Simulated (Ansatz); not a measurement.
Runs of Ansatz 0.2.0 on FePt (Tetraferroplatinum). The structure is tetragonal, space group P4/mmm (No. 123). Conventional cell: a = 2.724 Å, b = 2.724 Å, c = 3.720 Å, α = 90.00°, β = 90.00°, γ = 90.00°. Pt (site symmetry 4/mmm) is surrounded by 8 Fe at 2.68 Å and 4 Pt at 2.72 Å. Around Fe (site symmetry 4/mmm) lie 8 Pt at 2.68 Å and 4 Fe at 2.72 Å. 

```tsv
task	level	spin	cell	k mesh	cutoff (eV)	smearing	points for each segment of the path	gap on the mesh (eV)	pressure (GPa)	moment (μB)	relaxed volume (Å³/atom)
band structure	r2SCAN	non-collinear, ferromagnetic start, SOC	as given	7 × 7 × 5	500	fermi-dirac 0.05 eV	14	none	1.1	3.48	-
single point	PBE	collinear, ferromagnetic start	as given	10 × 10 × 7	420	gaussian 0.021 eV	-	none	3.3	3.27	-
single point	PBE	collinear, ferromagnetic start	as given	10 × 10 × 7	420	gaussian 0.012 eV	-	none	3.3	3.27	-
single point	PBE	collinear, ferromagnetic start	as given	10 × 10 × 7	420	gaussian 0.017 eV	-	none	3.3	3.27	-
single point	LDA	collinear, ferromagnetic start	as given	10 × 10 × 7	420	gaussian 0.05 eV	-	none	-12.7	3.21	-
single point	PBE	collinear, ferromagnetic start	as given	10 × 10 × 7	420	gaussian 0.028 eV	-	none	3.3	(b)	-
single point	PBE	collinear, ferromagnetic start	as given	10 × 10 × 7	420	gaussian 0.019 eV	-	none	3.3	3.27	-
relaxation of cell and atoms	PBEsol+D4	collinear, ferromagnetic start	relaxed	10 × 10 × 7	420	fermi-dirac 0.05 eV	-	-	0.0	3.21	(c)
single point	PBE	collinear, ferromagnetic start	as given	10 × 10 × 7	420	gaussian 0.02 eV	-	none	3.3	3.27	-
relaxation of cell and atoms	BLYP	collinear, ferromagnetic start	relaxed	10 × 10 × 7	420	fermi-dirac 0.05 eV	-	-	0.0	3.33	14.78
single point	PBE	collinear, ferromagnetic start	as given	10 × 10 × 7	420	gaussian 0.015 eV	-	none	3.3	3.27	-
band structure	revPBE	collinear, ferromagnetic start	as given	10 × 10 × 7	420	fermi-dirac 0.05 eV	14	none	7.0	(a)	-
```

Alike in all rows: potentials or basis Ansatz PAW.

Question: Fill in the values left out.

Answer: (a) 3.30; (b) 3.28; (c) 13.23.

Caveats: the PAW data sets come from PBE, with cores solved anew for the run's functional, which leaves a small shift of forces and pressure (some runs); the plane-wave basis is chosen anew once the cell has moved, so the energies of steps on either side of that aren't comparable (some runs); the magnetic or orbital state may not be the lowest (some runs); spin-orbit coupling is left out, which moves the levels of the heavy elements (some runs).

A k mesh can miss the band edges, and rows without SOC leave out spin-orbit coupling on Pt.

A gap of «none» marks a metal or a gap under the smearing width.
